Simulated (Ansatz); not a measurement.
A surface is cut from this relaxed crystal of Mg₂Si:

```cif
data_structure
_symmetry_space_group_name_H-M 'Fm-3m'
_symmetry_Int_Tables_number 225
_cell_length_a 6.3268
_cell_length_b 6.3268
_cell_length_c 6.3268
_cell_angle_alpha 90.000
_cell_angle_beta 90.000
_cell_angle_gamma 90.000
_cell_volume 253.25
loop_
_atom_site_label
_atom_site_type_symbol
_atom_site_symmetry_multiplicity
_atom_site_Wyckoff_symbol
_atom_site_fract_x
_atom_site_fract_y
_atom_site_fract_z
_atom_site_occupancy
Mg1 Mg 8 c 0.25000 0.75000 0.75000 1
Si1 Si 4 a 0.00000 0.00000 0.00000 1
```

Miller indices refer to the conventional cell of Fm-3m (No. 225), a = 6.327 Å, b = 6.327 Å, c = 6.327 Å, α = 90.00°, β = 90.00°, γ = 90.00°. The bulk's gap is 0.12 eV.

Consider the (111) slab of 9 planes, 10.0 Å thick with 15 Å of vacuum as cut; outer planes Si (top) and Mg (bottom), all atoms relaxed.

Theory: Ansatz 0.2.0, DFT PBEsol, scalar-relativistic, plane waves, PAW. Plane waves to 420 eV, a k mesh through Γ of 9×9×1 on the computed 9-atom cell and Gaussian smearing (0.05 eV); no spin polarisation. A dipole correction removes the field between periodic images along c.

(1) Estimate the surface energy (mean of both faces).

(2) Give the gap of the slab on the mesh.

(3) Estimate the work function.

(4) Give the dipole of the slab along +c, per cell.

(5) The top two planes lie 0.913 Å apart in the bulk. How does relaxation change this?

Gaps are read on the k points sampled, so a band crossing between them can be missed.

Results:

(1) 1.85 J/m².

(2) None (metal or semimetal).

(3) 5.31 eV (top), 3.72 eV (bottom).

(4) -0.15 e·Å.

(5) The spacing becomes 0.713 Å (-21.9 %).